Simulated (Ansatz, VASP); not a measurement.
## CuAu in VASP and in Ansatz

```
Cu Au
1.0
     2.88400    0.00000    0.00000
     0.00000    2.88400    0.00000
     0.00000    0.00000    3.55990
Cu Au
1 1
Cartesian
  1.4420 1.4420 1.7799
  0.0000 0.0000 0.0000
```

Change from the starting cell: strain +0.030 along x and y, -0.030 along z, atoms carried along.

Alike in both runs: task single point; functional PBE; k mesh 18 × 18 × 14; occupations gaussian, width 0.15 eV; no spin polarisation.

|  | VASP | Ansatz |
| --- | --- | --- |
| version | VASP 6.6.1 | Ansatz 0.2.0 |
| potentials or method | VASP PAW PBE potentials, release 64 (Cu, Au) | scalar-relativistic, plane waves, PAW |
| plane-wave cutoff (eV) | 520 | 420 |
| valence electrons in the cell | 22 | 38 |

```tsv
	VASP	Ansatz	Ansatz less VASP
gap on the k mesh at the Fermi level (eV)	none	none	-
pressure (GPa)	2.0	1.9	-0.09
largest component of the traceless stress (GPa)	0.45	0.41	-0.039
```

A gap of «none» marks a metal or a gap that the smearing closes. With one functional, cell and mesh, what is left measures potentials, basis and numerics. The two sets of potentials don't hold the same shells in valence.

Spin-orbit coupling is left out, which matters for the levels of Au.
